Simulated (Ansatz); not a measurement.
K:

```
CELL_PARAMETERS angstrom
4.31044 0.00000 0.00000
0.00000 4.31044 0.00000
0.00000 0.00000 4.31044
ATOMIC_POSITIONS crystal
K 0.00000 0.00000 0.00000
```

This isn't the form of K at room conditions, which is bcc.

| Quantity | Value |
| --- | --- |
| Program | Ansatz 0.2.0 |
| Task | relaxation of cell and atoms |
| Functional | PBEsol |
| Dispersion | D3(BJ)-ATM |
| Potentials or basis | Ansatz PAW |
| Cutoff | 420 eV (not typed: the program's choice for these potentials) |
| k mesh | 6 × 6 × 6 |
| Occupations | fermi-dirac, width 0.05 eV |
| Spin | no spin polarisation |

At the start: volume 80.09 Å³/atom.

How do energy, volume and symmetry change on relaxing?

It ends after 5 steps and the volume is 69.72 Å³/atom (-12.9 %); space group Pm-3m (No. 221, to 0.05 Å).

Step by step:
```
step  energy change (eV)  largest force (eV/Å)  volume (Å³)
   1              0.0000                0.0000        80.09
   2             -0.0024                0.0000        79.01
   3             -0.0134                0.0000        67.97
   4             -0.0138                0.0000        69.72
   5             -0.0138                0.0000        69.72
```

Final structure:
```yaml
crystal:
  lattice:
    - [4.11587, 0.00000, 0.00000]
    - [0.00000, 4.11587, 0.00000]
    - [0.00000, 0.00000, 4.11587]
  atoms:
    - { symbol: K, position: [0.00000, 0.00000, 0.00000] }
```

Caveat: the plane-wave basis is chosen anew once the cell has moved, so the energies of steps on either side of that aren't comparable; pairwise dispersion overbinds metals, which lowers pressure and volume; the PAW data sets come from PBE, with cores solved anew for the run's functional, which leaves a small shift of forces and pressure.
